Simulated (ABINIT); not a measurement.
Crystal: KBr.

```
Br K
1.0
     0.00000    3.30000    3.30000
     3.30000    0.00000    3.30000
     3.30000    3.30000    0.00000
Br K
1 1
Cartesian
  3.3000 3.3000 3.3000
  0.0000 0.0000 0.0000
```

```yaml
Program: ABINIT 10.8.3 (patched build)
Task: single point
Functional: PBE
Potentials_or_basis: JTH PAW PBE v2.0
Cutoff: 544 eV
k_mesh: 7 × 7 × 7
Occupations: fermi-dirac, width 0.05 eV
Spin: no spin polarisation
```

On this cell: pressure 0.7 GPa; largest force zero by symmetry; band gap on the k mesh 4.43 eV, direct.

The same run follows on a disturbed copy (atoms moved at random, drawn with an rms of 0.05 Å):

```
CELL_PARAMETERS angstrom
0.00000 3.30000 3.30000
3.30000 0.00000 3.30000
3.30000 3.30000 0.00000
ATOMIC_POSITIONS crystal
Br 0.49814 0.50499 0.50480
K 0.99673 0.01319 0.99466
```

Q: What does the disturbed cell give?

A: The energy moves by +0.6 meV/atom; pressure 0.8 GPa; largest force 0.055 eV/Å; band gap on the k mesh 4.43 eV, direct.

Forces in eV/Å, atoms in the order of the input:
```
Br  -0.008 -0.047  0.028
K    0.008  0.047 -0.028
```

Caveats: an odd mesh through Γ misses points on the zone boundary, where band edges often lie.
